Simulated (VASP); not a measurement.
Here is a VASP 6.6.1 calculation.

POSCAR

```
LiF
1.0
    3.0810126371      0.0000000000      0.0000000000
   -1.5405063186      2.6682352131      0.0000000000
    0.0000000000      0.0000000000      4.7853429675
Li F
2 2
Direct
    0.3333333333      0.6666666667     -0.0074305300
    0.6666666667      0.3333333333      0.4925694700
    0.3333333333      0.6666666667      0.3824305300
    0.6666666667      0.3333333333      0.8824305300
```

The input INCAR.step1:

```
SYSTEM = LiF
PREC = Accurate
ENCUT = 520
EDIFF = 1E-5
ISMEAR = 0
SIGMA = 0.01
LREAL = .False.
LASPH = .True.
NELM = 100
ALGO = Normal
ISIF = 2
LWAVE = .True.
NBANDS = 18
GGA = PE
```

File INCAR.step2:

```
SYSTEM = LiF
PREC = Accurate
ENCUT = 520
EDIFF = 1E-6
ISMEAR = 0
SIGMA = 0.01
LREAL = .False.
LASPH = .True.
NELM = 100
ALGO = Normal
ISIF = 2
LWAVE = .False.
LCHARG = .True.
GGA = PE
LHFCALC = .True.
HFSCREEN = 0.2079
PRECFOCK = Normal
LELF = .True.
LVHAR = .True.
NBANDS = 18
ISTART = 1
```

File KPOINTS:

```
Automatic mesh
0
Gamma
  6 6 4
  0 0 0
```

Potentials or basis: VASP PAW PBE potentials, release 64 (Li_sv, F).

The run is started by

```bash
$ cat potpaw_PBE.64/Li_sv/POTCAR potpaw_PBE.64/F/POTCAR > POTCAR
$ cp INCAR.step1 INCAR
$ mpirun -np 1 vasp_std > vasp.out
$ cp INCAR.step2 INCAR
$ mpirun -np 1 vasp_std > vasp.out
```

(1) Estimate the largest force.

(2) What does it give for the band gap on the k mesh?

Answers

(1) 0.004 eV/Å.

(2) 10.00 eV, direct.

Caveat: the PAW data sets were made with another functional, which shifts forces and pressure a little.
